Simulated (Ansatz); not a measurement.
Start from InN in the zinc blende structure (space group F-43m, No. 216).

```
InN
1.0
    0.00000     2.49960     2.49960
    2.49960     0.00000     2.49960
    2.49960     2.49960     0.00000
N In
1 1
Direct
  0.75000   0.75000   0.75000
  0.00000   0.00000   0.00000
```

Cartesian axes are those of the cell as printed.

All numbers come from r2SCAN, PAW, 500 eV (Ansatz, a quantum-chemistry and plane-wave program; no spin-orbit coupling).

For the base:

- Pressure: 0.0 GPa
- Shortest interatomic distance: 2.165 Å
- Band gap: zero

Modification: the symmetric strain tensor [-0.0013 -0.0019 -0.0080; -0.0019 -0.0202 -0.0037; -0.0080 -0.0037 0.0158], atoms relaxed at fixed cell.

Question: Predict the new pressure.

Answer: The pressure (mean of the normal stresses, compression positive) goes from zero to 0.8 GPa.

Question: What does the calculation give for the energy relative to the base after the change?

Answer: The energy rises by 3.3 meV/atom.

Question: Estimate the effect on the shortest interatomic distance.

Answer: The shortest interatomic distance drops by 0.008 Å, from 2.165 Å to 2.157 Å.

Question: What does the calculation give for the band gap after the change?

Answer: The band gap is still zero.

No phonon test of stability was made. All final runs are without spin polarisation. Gaps under 0.05 eV, about the width of the smearing, are given as zero. This is not the structure that InN has at room temperature and ambient pressure. A zero or small gap of InN can be the functional's error rather than a property of the material.
